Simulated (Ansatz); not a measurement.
Method: Ansatz, DFT PBE, scalar-relativistic, plane waves, PAW. Settings: cutoff 420 eV, Γ-centred meshes spaced at most about 0.3 Å⁻¹, and about 0.25 Å⁻¹ or finer for metals (2π included), Gaussian smearing. No spin polarisation.

All energies are static (0 K, no zero-point motion).

Compare these two cells of Al₅P₂, each relaxed at this level.

A.

```
CELL_PARAMETERS angstrom
-1.95093 1.95093 9.49827
1.95093 -1.95093 9.49827
1.95093 1.95093 -9.49827
ATOMIC_POSITIONS crystal
Al 0.00000 0.00000 0.00000
Al 0.35203 0.35203 0.00000
Al 0.64797 0.64797 0.00000
Al 0.25000 0.75000 0.50000
Al 0.75000 0.25000 0.50000
P 0.92740 0.42740 0.50000
P 0.57260 0.07260 0.50000
```

B.

```
CELL_PARAMETERS angstrom
1.75413 1.01275 11.80727
-1.75413 1.01275 11.80727
0.00000 -2.02549 11.80727
ATOMIC_POSITIONS crystal
Al 0.22287 0.22287 0.22287
Al 0.77714 0.77714 0.77714
Al 0.30458 0.30458 0.30458
Al 0.69542 0.69542 0.69542
Al 0.50000 0.50000 0.50000
P 0.06925 0.06925 0.06925
P 0.93075 0.93075 0.93075
```

Question: Which form is favoured at zero pressure, and by what margin per atom?

Answer: A is lower, by 32 meV/atom. A has space group I-4m2 (No. 119), 20.7 Å³/atom and no gap on its mesh; B has space group R-3m (No. 166), 18.0 Å³/atom and no gap. Counting Al atoms around P (those within 1.25 times the shortest such distance or 1.15 times the sum of covalent radii, 1.27 where that leaves under three), A has P 4 and B has P 6. The lower one is the more open, so pressure narrows the difference. In A, Al on a site of symmetry -4m2 is surrounded by 4 P at 2.39 Å and 12 Al at 3.90–3.94 Å; Al on a site of symmetry 2mm has 2 P at 2.42 Å and 4 Al at 2.75 Å; P is surrounded by 4 Al at 2.39–2.42 Å; 2 more sites not described. In B, around Al on a site of symmetry 3m lie 3 P at 2.50 Å and 4 Al at 2.84–2.89 Å; Al on a second site of symmetry 3m is surrounded by 3 P at 2.48 Å and 4 Al at 2.87–2.89 Å; P has 6 Al at 2.48–2.50 Å; 1 more site not described. Both come from invented guesses. The lowest form computed isn't among them: it has space group P-4m2 (No. 115), 20.7 Å³/atom and lies 13 meV/atom below the best shown.

In I-4m2, R-3m an odd number of electrons in the primitive cell allows no gap without spin; a larger cell or a magnetic state could open one. Cells relaxed within their symmetry can be saddle points. Some candidate types were left out of the draw beforehand, so a known form may be missing.
